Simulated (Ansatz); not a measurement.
A surface is cut from this relaxed crystal of C:

Space group R-3m:H (No. 166). a = 2.467 Å, b = 2.467 Å, c = 52.849 Å, α = 90.00°, β = 90.00°, γ = 120.00°
| atom | site | symmetry | x | y | z |
| --- | --- | --- | --- | --- | --- |
| C | 6c | 3m | 0.3333 | 0.6667 | 0.8761 |
| C | 6c | 3m | 0.3333 | 0.6667 | 0.7906 |
| C | 6c | 3m | 0.3333 | 0.6667 | 0.7078 |
| C | 6c | 3m | 0.6667 | 0.3333 | 0.7078 |

Miller indices refer to the conventional cell of R-3m (No. 166), a = 2.467 Å, b = 2.467 Å, c = 52.849 Å, α = 90.00°, β = 90.00°, γ = 120.00°.

The (001) slab of 6 planes, 22.0 Å thick with 15 Å of vacuum as cut; outer planes C (top) and C (bottom).

Computed with DFT PBE, scalar-relativistic, plane waves, PAW in Ansatz. Settings: cutoff 420 eV, Γ-centred mesh 15×15×1 on the computed 12-atom cell, Gaussian smearing of 0.10 eV; no spin polarisation. A dipole correction removes the field between periodic images along c.

The surface energy is small: either the cut is weakly bound (this functional has no dispersion correction), or the bulk reference is not the lowest structure.

Results for the relaxed slab:

| Property | Result |
| --- | --- |
| Surface energy (mean of both faces) | 0.00 J/m² |
| Work function | 4.25 eV |

Relaxation lowers the energy by 0.000 J/m² a face; the largest move is 0.000 Å.

```tsv
plane (bottom to top)	atoms	spacing to next, bulk (Å)	relaxed (Å)	change (%)
1	C2	4.349	4.349	0.0
2	C2	4.373	4.373	0.0
3	C2	4.521	4.521	0.0
4	C2	4.373	4.373	0.0
5	C2	4.349	4.349	0.0
6	C2
```

Cost: 4 runs of about 16 core-minutes in all, on Arm Neoverse V2 (shared hosts).